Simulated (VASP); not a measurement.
Write the native input for VASP 6.6.1 that does the following.

```
Task                   : relaxation of cell and atoms
Functional             : PBEsol
Potentials or basis    : VASP PAW PBE potentials, release 64 (In_d, Al, As)
Cutoff                 : 600 eV
k mesh                 : 6 × 6 × 6
Occupations            : gaussian, width 0.03 eV
Spin                   : no spin polarisation
Further INCAR settings : ALGO = Normal; EDIFF = 1e-07; IBRION = 2; EDIFFG = -0.005; NSW = 90; ISIF = 3
```

The structure of Al7InAs8 lies in POSCAR:

```
Al7InAs8                                
1.0
    5.7310122061     -5.7310122061     -0.0000000000
    5.7310122061     -0.0000000000      5.7310122061
    0.0000000000     -5.7310122061      5.7310122061
  In              Al              As            
     1     7     8
Direct
     0.5000000000000000    0.0000000000000000    0.0000000000000000
     0.5004167861945049    0.0004167861945049    0.4995832138054951
     0.5004167861945049    0.4995832138054951    0.0004167861945049
     0.5004167861945049    0.4995832138054951    0.4995832138054951
     0.9995832138054951    0.0004167861945049    0.0004167861945049
     0.9995832138054951    0.0004167861945049    0.4995832138054951
     0.9995832138054951    0.4995832138054951    0.0004167861945049
     0.0000000000000000    0.5000000000000000    0.5000000000000000
     0.3697246124631526    0.3908261626105423    0.8697246124631526
     0.3750722452329370    0.3749759182556877    0.3749759182556877
     0.3697246124631526    0.8697246124631526    0.8697246124631526
     0.3697246124631526    0.8697246124631526    0.3908261626105423
     0.8749759182556875    0.3749759182556877    0.8750722452329369
     0.8749759182556875    0.3749759182556877    0.3749759182556877
     0.8908261626105423    0.8697246124631526    0.8697246124631526
     0.8749759182556875    0.8750722452329369    0.3749759182556877
```

The cell was built by a generator and needn't be a form met in nature.

These files were run (other wordings do the same):

INCAR

```
SYSTEM = Al7InAs8
PREC     = Accurate       ! precision mode
ENCUT    = 600            ! plane-wave cutoff, eV
EDIFF    = 1E-7           ! SCF threshold, eV
ISMEAR   = 0              ! smearing method
SIGMA    = 0.03           ! smearing width, eV
LREAL    = .FALSE.        ! projectors in reciprocal space
LASPH    = .TRUE.         ! aspherical terms in the spheres
NELM     = 80             ! most SCF steps
ALGO     = Normal         ! electronic algorithm
ISIF     = 3              ! what is computed and relaxed
LWAVE    = .FALSE.        ! write WAVECAR
LCHARG   = .FALSE.        ! write CHGCAR
GGA      = PS             ! functional
IBRION   = 2              ! ionic algorithm
NSW      = 90             ! ionic steps
EDIFFG   = -0.005         ! ionic threshold
KPAR     = 4
```

KPOINTS

```
regular mesh
0
G
  6 6 6
  0 0 0
```

Potentials or basis: VASP PAW PBE potentials, release 64 (In_d, Al, As).

Run with:

```console
$ cat potpaw_PBE.64/In_d/POTCAR potpaw_PBE.64/Al/POTCAR potpaw_PBE.64/As/POTCAR > POTCAR
$ mpirun -np 4 vasp_std > vasp.out
```

It gave:

| Quantity | Value |
| --- | --- |
| Relaxed volume | 23.52 Å³/atom |
| Relaxed cell | a = 8.104 Å, b = 8.104 Å, c = 8.104 Å, α = 60.00°, β = 60.00°, γ = 60.00° |
| Space group after relaxing (to 0.05 Å) | F-43m (No. 216) |
| Energy gained by relaxing | 0.0 meV/atom |
| Ionic steps | 2 |
| Pressure after relaxing | 0.0 GPa |
| Largest force after relaxing | 0.004 eV/Å |
| Band gap on the k mesh | 1.34 eV, direct |

Caveat: the PAW data sets were made with another functional, which shifts forces and pressure a little; spin-orbit coupling is left out, which moves the levels of the heavy elements.

Wall time 3.6 min on 4 MPI ranks on Intel(R) Xeon(R) Platinum 8488C (Sapphire Rapids) (shared host), peak memory 0.92 GiB a rank.
